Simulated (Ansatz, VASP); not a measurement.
## Two plane-wave programs on HgTe

File INCAR:

```
  ALGO = Normal
  EDIFF = 1E-6
  ENCUT = 520
  GGA = PE
  ISIF = 2
  ISMEAR = 0
  LASPH = T
  LCHARG = F
  LREAL = F
  LWAVE = F
  NBANDS = 16
  NELM = 80
  PREC = Accurate
  SIGMA = 0.1
```

File KPOINTS:

```
k-points
0
Gamma
  6 6 6
```

Contents of POSCAR:

```
HgTe
1.0
   -3.0456030000      3.0456030000      1.5594100000
    3.0456030000     -3.0456030000      1.5594100000
    3.0456030000      3.0456030000     -1.5594100000
Hg Te
1 1
Direct
    0.2500000000      0.7500000000      0.5000000000
    0.0000000000      0.0000000000      0.0000000000
```

Input for Ansatz:

```yaml
crystal:
  lattice:
    - [-3.045603, 3.045603, 1.55941]
    - [3.045603, -3.045603, 1.55941]
    - [3.045603, 3.045603, -1.55941]
  atoms:
    - { symbol: Hg, position: [0.25, 0.75, 0.5] }
    - { symbol: Te, position: [0.0, 0.0, 0.0] }
basis:
  ecutwfc: 420
kpoints:
  mp_grid: { grid: [6, 6, 6] }
hamiltonian:
  xc: pbe
scf:
  occupations: { method: gaussian, width: 0.1 }
output:
  forces: true
  stress: true
  eigenvalues: true
```

Measurements of this composition are mostly on another form, of space group No. 216.

Alike in both runs: task single point; functional PBE; k mesh 6 × 6 × 6; occupations gaussian, width 0.1 eV; no spin polarisation.

|  | VASP | Ansatz |
| --- | --- | --- |
| version | VASP 6.6.1 | Ansatz 0.2.0 |
| potentials or method | VASP PAW PBE potentials, release 64 (Hg, Te) | scalar-relativistic, plane waves, PAW |
| plane-wave cutoff (eV) | 520 | 420 |
| valence electrons in the cell | 18 | 36 |

```csv
,VASP,Ansatz,Ansatz less VASP
gap on the k mesh at the Fermi level (eV),none,none,-
pressure (GPa),0.1,0.1,-0.07
largest component of the traceless stress (GPa),0.14,0.19,+0.051
```

A gap of «none» marks a metal or a gap that the smearing closes. The two sets of potentials don't hold the same shells in valence.

Caveats: the k mesh is coarse (spacing up to 0.38 Å⁻¹), so the values aren't converged. Spin-orbit coupling is left out, which matters for the levels of Hg, Te.
